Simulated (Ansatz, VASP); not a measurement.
**Two plane-wave programs on PbI2**

```xyz
3
Lattice="4.6443 0.0000 0.0000 -2.3222 4.0221 0.0000 0.0000 0.0000 7.1138" Properties=species:S:1:pos:R:3 pbc="T T T"
Pb    0.0000    0.0000    0.0000
I     2.3222    1.3407    5.2287
I     0.0000    2.6814    1.8852
```

Change from the starting cell: volume scaled by 1.06.

Alike in both runs: task single point; functional PBE; k mesh 7 × 7 × 4; occupations fermi-dirac, width 0.05 eV; no spin polarisation.

|  | VASP | Ansatz |
| --- | --- | --- |
| version | VASP 6.6.1 | Ansatz 0.2.0 |
| potentials or method | VASP PAW PBE potentials, release 64 (Pb_d, I) | Ansatz PAW |
| plane-wave cutoff (eV) | 520 | 420 |
| valence electrons in the cell | 28 | 48 |

VASP gave:

```
gap on the k mesh at the Fermi level (eV) : 2.26
least direct gap on the mesh (eV)         : 2.26
pressure (GPa)                            : 0.2
rms of the force components (eV/Å)        : 0.049
```

Q: What did Ansatz give for the same quantities?

A: gap on the k mesh at the Fermi level (eV): 2.26; least direct gap on the mesh (eV): 2.26; pressure (GPa): 0.2; rms of the force components (eV/Å): 0.048.

Atom by atom the forces differ by 0.000 eV/Å (rms over components). The two sets of potentials don't hold the same shells in valence.

Caveats: spin-orbit coupling is left out, which as a rule narrows the gap of such compounds by several tenths of an eV; this functional lacks dispersion, which binds the layers, so the pressure and a relaxed spacing across them are unreliable; an odd mesh through Γ misses points on the zone boundary, where band edges often lie (VASP); odd divisions of the mesh miss points on the zone boundary, where band edges often lie, so the gap on the mesh can be too wide (Ansatz).
